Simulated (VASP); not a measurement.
# Settings for Hg: self-consistent run

Hg, I4/mmm (no. 139), 1 atom in the cell. LDA; PAW potentials Hg (LDA set). VASP 6.6.1.

Wanted: energy within 0.5 meV/atom; stress within 0.05 GPa.

What the run is for: all; Accuracy asked: tight.

POSCAR:
```
Hg
1.0
   -1.8767364354      1.8767364354      1.9455975278
    1.8767364354     -1.8767364354      1.9455975278
    1.8767364354      1.8767364354     -1.9455975278
Hg
1
Direct
    0.5000000000      0.5000000000      0.0000000000
```

The series start from Plane-wave cutoff (eV): 310; Smearing width (eV): 0.07; k-point mesh: 14 × 14 × 14; Precision mode (PREC): Accurate; Electronic threshold (eV): 1e-6; Bands in all (NBANDS): 15; Electronic algorithm: ALGO=Normal; Use of symmetry (ISYM): defaults; Density mixing: defaults. Each series keeps the choices made before it, and each single choice may use up half of a tolerance.

## Plane-wave cutoff (eV)

| Plane-wave cutoff (eV) | Energy less reference (meV/atom) | Stress, largest deviation (GPa) | SCF iterations | Time (s) |
|---|---|---|---|---|
| 190 | 144.46 | 34.981 | 9 | 5.2 |
| 240 | -1.08 | 0.871 | 10 | 14 |
| 270 | -2.50 | 0.108 | 10 | 11 |
| 310 | -0.50 | 0.787 | 10 | 14 |
| 350 | 1.26 | 0.597 | 10 | 14 |
| 410 | -0.20 | 0.035 | 10 | 16 |
| 490 | -0.05 | 0.055 | 10 | 16 |
| 610 (reference) | 0.00 | 0.000 | 10 | 36 |

Chosen: 610; the next looser run is off by more than half of the tolerance, so convergence isn't shown beyond this value.

## Smearing width (eV)

| Smearing width (eV) | Energy less reference (meV/atom) | Stress, largest deviation (GPa) | SCF iterations | Time (s) |
|---|---|---|---|---|
| 0.3 | -0.55 | 0.198 | 10 | 37 |
| 0.2 | -0.30 | 0.142 | 10 | 34 |
| 0.15 | -0.19 | 0.104 | 10 | 35 |
| 0.1 | -0.09 | 0.060 | 10 | 37 |
| 0.07 | -0.03 | 0.030 | 10 | 36 |
| 0.04 (reference) | 0.00 | 0.000 | 10 | 34 |

Chosen: 0.04; the next looser run is off by more than half of the tolerance, so convergence isn't shown beyond this value.

## k-point mesh

| k-point mesh | Energy less reference (meV/atom) | Stress, largest deviation (GPa) | SCF iterations | Time (s) |
|---|---|---|---|---|
| 4 × 4 × 4 | 56.67 | 3.051 | 11 | 4.3 |
| 6 × 6 × 6 | -7.59 | 1.033 | 10 | 5.4 |
| 7 × 7 × 7 | 4.18 | 0.598 | 10 | 6.4 |
| 9 × 9 × 9 | -0.32 | 0.335 | 11 | 12 |
| 11 × 11 × 11 | 0.50 | 0.502 | 10 | 19 |
| 14 × 14 × 14 | 0.89 | 0.094 | 10 | 34 |
| 16 × 16 × 16 | -0.29 | 0.338 | 10 | 54 |
| 19 × 19 × 19 (reference) | 0.00 | 0.000 | 10 | 76 |

Chosen: 19 × 19 × 19; the next looser run is off by more than half of the tolerance, so convergence isn't shown beyond this value.

## Precision mode (PREC)

| Precision mode (PREC) | Energy less reference (meV/atom) | Stress, largest deviation (GPa) | SCF iterations | Time (s) |
|---|---|---|---|---|
| SingleN | -0.05 | 0.042 | 10 | 38 |
| Normal | 0.00 | 0.004 | 10 | 38 |
| Single | 0.05 | 0.011 | 10 | 74 |
| Accurate (reference) | 0.00 | 0.000 | 10 | 76 |

Chosen: Normal, the loosest value from which every tighter one stays within half of the tolerance.

## Electronic threshold (eV)

| Electronic threshold (eV) | Energy less reference (meV/atom) | Stress, largest deviation (GPa) | SCF iterations | Time (s) |
|---|---|---|---|---|
| 0.001 | 0.01 | 0.140 | 8 | 32 |
| 0.0001 | 0.00 | 0.062 | 9 | 34 |
| 1e-5 | 0.00 | 0.063 | 9 | 35 |
| 1e-6 | 0.00 | 0.000 | 10 | 38 |
| 1e-7 | 0.00 | 0.000 | 11 | 43 |
| 1e-8 (reference) | 0.00 | 0.000 | 11 | 44 |

Chosen: 1e-6.

## Bands in all (NBANDS)

| Bands in all (NBANDS) | Energy less reference (meV/atom) | Stress, largest deviation (GPa) | SCF iterations | Time (s) |
|---|---|---|---|---|
| 7 | 0.00 | 0.002 | 10 | 19 |
| 8 | 0.00 | 0.001 | 10 | 20 |
| 10 | 0.00 | 0.001 | 10 | 24 |
| 12 | 0.00 | 0.001 | 10 | 30 |
| 15 | 0.00 | 0.002 | 10 | 38 |
| 24 (reference) | 0.00 | 0.000 | 10 | 62 |

Chosen: 7.

## Electronic algorithm

| Electronic algorithm | Energy less reference (meV/atom) | Stress, largest deviation (GPa) | SCF iterations | Time (s) |
|---|---|---|---|---|
| ALGO=Normal | 0.00 | 0.000 | 10 | 19 |
| ALGO=Fast | 0.00 | 0.007 | 12 | 22 |
| ALGO=VeryFast | 0.00 | 0.014 | 18 | 27 |
| ALGO=All ISEARCH=1 | 0.00 | 0.005 | 12 | 25 |
| ALGO=All ISEARCH=0 | 0.00 | 0.005 | 12 | 21 |
| ALGO=Damped TIME=0.4 | 0.00 | 0.017 | 21 | 32 |
| ALGO=Damped TIME=0.1 | 0.00 | 0.018 | 36 | 46 |

Chosen: ALGO=Normal; no other choice that stays within half of the tolerance saves 30 % of the time.

## Use of symmetry (ISYM)

| Use of symmetry (ISYM) | Energy less reference (meV/atom) | Stress, largest deviation (GPa) | SCF iterations | Time (s) |
|---|---|---|---|---|
| defaults | 0.00 | 0.000 | 10 | 19 |
| ISYM=1 | 0.00 | 0.000 | 10 | 17 |
| ISYM=0 | 0.00 | 0.000 | 10 | 103 |
| ISYM=-1 | 0.00 | 0.000 | 10 | 206 |

Chosen: defaults.

## Density mixing

| Density mixing | Energy less reference (meV/atom) | Stress, largest deviation (GPa) | SCF iterations | Time (s) |
|---|---|---|---|---|
| defaults | 0.00 | 0.000 | 10 | 19 |
| WC=0 | 0.00 | 0.007 | 10 | 18 |
| BMIX=0.0001 | 0.00 | 0.069 | 9 | 16 |
| AMIN=0.01 | 0.00 | 0.000 | 10 | 18 |
| MIXPRE=2 | 0.00 | 0.003 | 10 | 18 |
| AMIX=0.4 AMIN=0.6 IMIX=2 | 0.00 | 0.223 | 21 | 34 |
| AMIX=0.1 | 0.00 | 0.050 | 10 | 17 |

Chosen: defaults.

## All choices together

| Input | Energy less reference (meV/atom) | Stress, largest deviation (GPa) | Time (s) |
|---|---|---|---|
| the program's defaults (naive) | 64.54 | 1.125 | 0.9 |
| chosen settings | 0.00 | 0.005 | 19 |
| reference settings throughout | 0.00 | 0.000 | 132 |

The chosen settings stay within the tolerance of the reference run, but the reference itself isn't shown to be converged in: Plane-wave cutoff (eV), Smearing width (eV), k-point mesh.

Values of the reference run: Stress: -4.417, 0, 0, 0, -4.417, 0, 0, 0, -4.645 GPa.

## The input

INCAR:
```
SYSTEM = Hg
GGA      = CA             ! functional
ISMEAR   = 0              ! smearing method
SIGMA    = 0.04           ! smearing width, eV
LWAVE    = .FALSE.        ! write WAVECAR
LCHARG   = .FALSE.        ! write CHGCAR
ISIF     = 2              ! what is computed and relaxed
PREC     = Normal         ! precision mode
LASPH    = .TRUE.         ! aspherical terms in the spheres
LREAL    = .FALSE.        ! projectors in reciprocal space
ALGO     = Normal         ! electronic algorithm
EDIFF    = 1E-6           ! SCF threshold, eV
NELM     = 120            ! most SCF steps
GGA_COMPAT= .FALSE.      
ENCUT    = 610            ! plane-wave cutoff, eV
NBANDS   = 7              ! bands
```

KPOINTS:
```
Automatic mesh
0
Gamma
  19 19 19
  0 0 0
```

Commands:
```
cat potpaw_LDA.64/Hg/POTCAR > POTCAR
mpirun -np 1 vasp_std > vasp.out
```

The chosen input took VASP 6.6.1 19 s on 1 core (Intel Xeon 6975P-C (Granite Rapids)), a shared host.

## An input that fails: one k point for a small cell

It runs to its end, but against the unchanged starting input it is off by 9852.13 meV/atom in the energy, 61.578 GPa in the stress.

k mesh: 14 × 14 × 14 becomes 1 × 1 × 1.

Changes against the starting input:
```
- NELM = 120
+ NELM = 70
```
